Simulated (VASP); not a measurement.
# MgO (Fm-3m) in VASP: further runs, part 2 of 2

VASP 6.6.1.

## Step 3: Relaxation of cell and atoms, PBE

This run uses another cell than the first one, of 9.57 Å³/atom, 1.026 times its volume.

Input file INCAR:

```
SYSTEM = MgO
PREC = Accurate
ENCUT = 520
EDIFF = 1E-7
ISMEAR = 0
SIGMA = 0.02
LREAL = .False.
LASPH = .True.
NELM = 80
ALGO = Normal
ISIF = 3
LWAVE = .False.
LCHARG = .False.
GGA = PE
IBRION = 2
NSW = 80
EDIFFG = -0.002
```

Input file KPOINTS:

```
Automatic mesh
0
Gamma
  18 18 18
  0 0 0
```

Input file POSCAR:

```
MgO                                     
1.0
   -0.0000000000      2.1233924856      2.1233924856
    2.1233924856     -0.0000000000      2.1233924856
    2.1233924856      2.1233924856      0.0000000000
  Mg              O             
     1     1
Direct
     0.0000000000000000    0.0000000000000000    0.0000000000000000
     0.5000000000000000    0.5000000000000000    0.5000000000000000
```

Potentials or basis: VASP PAW PBE potentials, release 64 (Mg, O).

On the command line:

```
$ cat potpaw_PBE.64/Mg/POTCAR potpaw_PBE.64/O/POTCAR > POTCAR
$ mpirun -np 1 vasp_std > vasp.out
```

OUTCAR:

```text
SYSTEM = MgO
   PREC = Accurate
   ENCUT = 520
   EDIFF = 1E-7
   ISMEAR = 0
   LREAL = .False.
   LASPH = .True.
   NELM = 80
   ISIF = 3
   GGA = PE
   IBRION = 2
   NSW = 80
   EDIFFG = -0.002

 ion  position               nearest neighbor table
   1  0.000  0.000  0.000-   2 2.12   2 2.12   2 2.12   2 2.12   2 2.12   2 2.12
   2  0.500  0.500  0.500-   1 2.12   1 2.12   1 2.12   1 2.12   1 2.12   1 2.12

  LATTYP: Found a face centered cubic cell.
 ALAT       =     4.2467849712

  Lattice vectors:

 A1 = (   0.0000000000,   2.1233924856,   2.1233924856)
 A2 = (   2.1233924856,   0.0000000000,   2.1233924856)
 A3 = (   2.1233924856,   2.1233924856,   0.0000000000)

Analysis of symmetry for initial positions (statically):
=====================================================================
 Subroutine PRICEL returns:
 Original cell was already a primitive cell.

 Routine SETGRP: Setting up the symmetry group for a
 face centered cubic supercell.

 Subroutine GETGRP returns: Found 48 space group operations
 (whereof 48 operations were pure point group operations)
 out of a pool of 48 trial point group operations.

The static configuration has the point symmetry O_h .

Analysis of symmetry for dynamics (positions and initial velocities):
=====================================================================
 Subroutine PRICEL returns:
 Original cell was already a primitive cell.

 Routine SETGRP: Setting up the symmetry group for a
 face centered cubic supercell.

 Subroutine GETGRP returns: Found 48 space group operations
 (whereof 48 operations were pure point group operations)
 out of a pool of 48 trial point group operations.

The dynamic configuration has the point symmetry O_h .

 Subroutine INISYM returns: Found 48 space group operations
 (whereof 48 operations are pure point group operations),
[... 119 lines left out ...]
  Thomas-Fermi vector in A             =   2.358954
   LORBIT       =      0    0 simple, 1 ext, 2 COOP (PROOUT), +10 PAW based schemes
   GGA     = PE    functional components
   LHFCALC =     F    Hartree Fock is set to
   AEXX    =    0.0000 exact exchange contribution
   IVDW    =     0    specifies the selected vdW correction
   LEPSILON=     F    determine dielectric tensor
   LRPA    =     F    only Hartree local field effects (RPA)
 conjugate gradient relaxation of ions
 non-spin polarized calculation
 Gauss-broadening in eV      SIGMA  =   0.02
  energy-cutoff  :      520.00
  volume of cell :       19.15
 maximum number of plane-waves:       534
   NGX = 11   NGY = 11   NGZ = 11

 number of electron       8.0000004 magnetization

 Free energy of the ion-electron system (eV)
  ---------------------------------------------------
  ext. energy  EPLUGINS =         0.00000000
  ---------------------------------------------------
  free energy    TOTEN  =       -11.91179487 eV

  energy without entropy =      -11.91179487  energy(sigma->0) =      -11.91179487

 E-fermi :   3.1123     XC(G=0): -10.9626

 val. band max:        3.0044693372   @ k =   0.0000   0.0000   0.0000
 cond. band min:       7.4949822823   @ k =   0.0000   0.0000   0.0000
 fundamental gap:      4.4905129451
 Fermi energy:         3.1122608634

 k-point     1 :       0.0000    0.0000    0.0000
  band No.  band energies     occupation
      1     -14.1345      2.00000
      2       3.0045      2.00000
      3       3.0045      2.00000
      4       3.0045      2.00000
      5       7.4950      0.00000
      6      18.6645      0.00000
      7      18.6645      0.00000
      8      18.6645      0.00000
[... 243 lines left out ...]
 k-point    24 :      -0.2222    0.0556    0.0000
  band No.  band energies     occupation
      1     -13.5863      2.00000
      2       0.4973      2.00000
      3       2.5544      2.00000
      4       2.7283      2.00000
      5       9.9011      0.00000
      6      15.4104      0.00000
      7      19.1928      0.00000
      8      19.6312      0.00000

 [... further k-points ...]

------------------------ aborting loop because EDIFF is reached ----------------------------------------

  FORCE on cell =-STRESS in cart. coord.  units (eV):
  Direction    XX          YY          ZZ          XY          YZ          ZX
  --------------------------------------------------------------------------------------
  -------------------------------------------------------------------------------------
  Total        0.0014676      0.0014676      0.0014676      0.0000000      0.0000000     -0.0000000
  in kB        0.1227973      0.1227973      0.1227973      0.0000000      0.0000000     -0.0000000
  external PRESSURE =       0.1227973 kB  Pullay stress =       0.0000000 kB

 VOLUME and BASIS-vectors are now :
 -----------------------------------------------------------------------------
  energy-cutoff  :      520.00
  volume of cell :       19.15
      direct lattice vectors                 reciprocal lattice vectors
     0.000000000  2.123392486  2.123392486    -0.235472247  0.235472247  0.235472247
     2.123392486  0.000000000  2.123392486     0.235472247 -0.235472247  0.235472247
     2.123392486  2.123392486  0.000000000     0.235472247  0.235472247 -0.235472247

 POSITION                                       TOTAL-FORCE (eV/Angst)
 -----------------------------------------------------------------------------------
      0.00000      0.00000      0.00000        -0.000000     -0.000000     -0.000000
      2.12339      2.12339      2.12339         0.000000      0.000000      0.000000
 -----------------------------------------------------------------------------------
    total drift:                               -0.000000     -0.000000      0.000000

  FREE ENERGIE OF THE ION-ELECTRON SYSTEM (eV)
  ---------------------------------------------------
  free  energy   TOTEN  =       -11.9117948651 eV

  energy  without entropy=      -11.9117948651  energy(sigma->0) =      -11.91179487

 reached required accuracy - stopping structural energy minimisation
```

OSZICAR:

```text
N       E                     dE             d eps       ncg     rms          rms(c)
DAV:   1     0.109432649683E+02    0.10943E+02   -0.48474E+03  3680   0.887E+02
DAV:   2    -0.131425293641E+02   -0.24086E+02   -0.23213E+02  3752   0.136E+02
DAV:   3    -0.134684213438E+02   -0.32589E+00   -0.32589E+00  4104   0.173E+01
DAV:   4    -0.134688714740E+02   -0.45013E-03   -0.45013E-03  4272   0.597E-01
DAV:   5    -0.134688717563E+02   -0.28226E-06   -0.28226E-06  4152   0.108E-02    0.720E+00
DAV:   6    -0.119330777969E+02    0.15358E+01   -0.10266E+01  3120   0.224E+01    0.231E+00
DAV:   7    -0.119174549206E+02    0.15623E-01   -0.52329E-02  3312   0.271E+00    0.132E+00
DAV:   8    -0.119117942515E+02    0.56607E-02   -0.25842E-02  3184   0.243E+00    0.163E-01
DAV:   9    -0.119116843645E+02    0.10989E-03   -0.43932E-04  4752   0.188E-01    0.753E-02
DAV:  10    -0.119117948029E+02   -0.11044E-03   -0.13796E-04  3232   0.125E-01    0.537E-03
DAV:  11    -0.119117949844E+02   -0.18146E-06   -0.10062E-06  4784   0.906E-03    0.310E-03
DAV:  12    -0.119117948829E+02    0.10146E-06   -0.46644E-07  3248   0.605E-03    0.293E-04
DAV:  13    -0.119117948651E+02    0.17836E-07   -0.40698E-09  1920   0.800E-04
   1 F= -.11911795E+02 E0= -.11911795E+02  d E =-.119118E+02
```

Run time: 9.1 s. Hardware: 1 thread of Intel Xeon 6975P-C (Granite Rapids), shared host; peak memory 0.16 GiB.

What came out:

- Free energy: -11.9118 eV
- Pressure after relaxing: 0.0 GPa
- Band gap on the k mesh: 4.49 eV, direct

Final structure:
```
CELL_PARAMETERS angstrom
0.00000 2.12339 2.12339
2.12339 0.00000 2.12339
2.12339 2.12339 0.00000
ATOMIC_POSITIONS crystal
Mg 0.00000 0.00000 0.00000
O 0.50000 0.50000 0.50000
```

Levels at points of the mesh, in eV from the valence-band top:
```csv
k point,band 2,band 3,band 4,band 5,band 6,band 7
"(0.00, 0.00, 0.00)",0.00,0.00,0.00,4.49,15.66,15.66
"(0.50, 0.00, 0.00)",-4.51,-0.63,-0.63,7.74,12.33,16.06
"(0.50, 0.50, 0.00)",-3.98,-1.31,-1.31,9.09,9.70,12.84
```

Caveat: the relaxation stopped at its first step, so nothing moved. PBE gaps usually lie below the measured ones, often by a third to a half.
